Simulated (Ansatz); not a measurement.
## NbC: frozen-core PAW against all-electron methods

```yaml
crystal:
  lattice:
    - [0.00000, 2.20000, 2.20000]
    - [2.20000, 0.00000, 2.20000]
    - [2.20000, 2.20000, 0.00000]
  atoms:
    - { symbol: Nb, position: [0.00000, 0.00000, 0.00000] }
    - { symbol: C, position: [0.50000, 0.50000, 0.50000] }
```

Atom numbers follow the list: Nb1, C2.

The geometry is COD entry 1011323, unchecked; take it as a test cell. It is an old determination, and later ones may differ.

Spin polarisation is left out, and whether a magnetic state lies lower isn't shown here.

Methods: DFT, PBE, PAW with Ansatz's default frozen-core files, scalar-relativistic (Ansatz 0.2.0); DFT, PBE, all-electron PAW with datasets made for the crystal, scalar-relativistic (Ansatz 0.2.0); DFT, PBE, all-electron LAPW, scalar-relativistic (Ansatz 0.2.0).

For PAW: a Γ-centred 14×14×14 k mesh, Fermi–Dirac smearing of 0.05 eV, cutoff 420 eV, no spin polarisation. The crystal-made all-electron datasets (AE datasets) take a cutoff of 340 eV at this cell. LAPW targets a basis error of 1 meV/atom. The Ansatz runs share mesh, smearing and spin set-up. Plane-wave (PAW) pressures include the program's estimate of the Pulay term.

Stress and pressure are positive in compression.

Levels count from the Fermi level.

| quantity | PAW | AE datasets | LAPW |
| --- | --- | --- | --- |
| pressure (GPa) | 19.48 | 19.44 | 19.44 |
| highest filled level at L (eV) | -5.451 | -5.449 | -5.449 |
| lowest empty level at L (eV) | 2.243 | 2.246 | 2.246 |
| highest filled level at X (eV) | -1.391 | -1.391 | -1.391 |
| lowest empty level at X (eV) | 2.088 | 2.086 | 2.086 |
| highest filled level at K (eV) | -0.390 | -0.390 | -0.390 |
| lowest empty level at K (eV) | 2.612 | 2.613 | 2.613 |

PAW's pressure differs from the LAPW value by +0.04 GPa.
